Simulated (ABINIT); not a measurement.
Ca:

```xyz
2
Lattice="3.9800 0.0000 0.0000 -1.9900 3.4468 0.0000 0.0000 0.0000 6.5200" Properties=species:S:1:pos:R:3 pbc="T T T"
Ca    1.9900    1.1489    4.8900
Ca    0.0000    2.2979    1.6300
```

This isn't the form of Ca at room conditions, which is fcc.

* Program: ABINIT 10.8.3 (patched build)
* Task: single point
* Functional: PBE
* Potentials or basis: JTH PAW PBE v2.0
* Cutoff: 517 eV
* k mesh: 8 × 8 × 4
* Occupations: fermi-dirac, width 0.05 eV
* Spin: no spin polarisation

On this cell: pressure -1.0 GPa; largest force under 0.003 eV/Å; band gap on the k mesh none (metal or under the smearing width).

The same run follows on a disturbed copy (atoms moved at random, drawn with an rms of 0.05 Å):

```
CELL_PARAMETERS angstrom
3.98000 0.00000 0.00000
-1.99000 3.44678 0.00000
0.00000 0.00000 6.52000
ATOMIC_POSITIONS crystal
Ca 0.67210 0.33832 0.75526
Ca 0.33342 0.67190 0.24816
```

Q: What changes?

A: The energy (extrapolated to zero smearing) moves by +0.8 meV/atom; pressure -1.0 GPa; largest force 0.064 eV/Å; band gap on the k mesh none (metal or under the smearing width).

Forces in eV/Å, atoms in the order of the input:
```
Ca  -0.008 -0.001 -0.064
Ca   0.008  0.001  0.064
```

Stress tensor (GPa, compression positive):
```
-1.09  0.03  0.00
 0.03 -1.09  0.00
 0.00  0.00 -0.82
```

Caveats: the cell was measured hot, at 723 K.
